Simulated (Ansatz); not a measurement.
MoSi₂: enthalpy against pressure

MoSi₂, I4/mmm, a = 3.217 Å, c = 7.873 Å. Ansatz: PBE, PAW, 420 eV, Γ-centred 18×18×18 mesh on 3 atoms, Gaussian smearing 0.10 eV; no spin polarisation. Cell and atoms are relaxed at each pressure, and no other structure is tried, so the rows at high pressure may lie past a change of phase. y is the enthalpy over the state at zero pressure; there V0 = 13.578 Å³/atom. The pressures are the targets, met within 0.02 GPa.

```
P (GPa) y (eV/atom)
   -2.0      -0.1704
    0.0       0.0000
    2.0       0.1687
    5.0       0.4188
   10.0       0.8284
   20.0            ?
   40.0       3.1369
```

**Question.** Fit y = c1 P + c2 P² + c3 P³ to the other rows, say what c1 and c2 mean, and predict the missing value.

**Answer.** Least squares on the rows shown. y = 0.084760 P − 0.00020347 P² + 1.1258×10⁻⁶ P³. Since dH/dP = V, c1 is V0: 0.084760 eV/GPa × 160.2 = 13.579 Å³ against 13.578; c2 = −V0/(2B0) gives B0 = 208 GPa, where a Birch–Murnaghan fit to the volumes of the same runs (not shown) gives 203 GPa. At P = 20.0 the fit asked for gives 1.6228 eV/atom. The run gave 1.6238 eV/atom, so the fit is 0.0010 eV/atom too low, 0.03 % of the span of the series, against an rms of 0.00004 eV/atom on the fitted rows. With a term in P⁴ added, a fit to the same known rows predicts 1.6243 eV/atom, a smaller miss on the other side.

The mesh isn't the same in all rows (18×18×18, 20×20×20).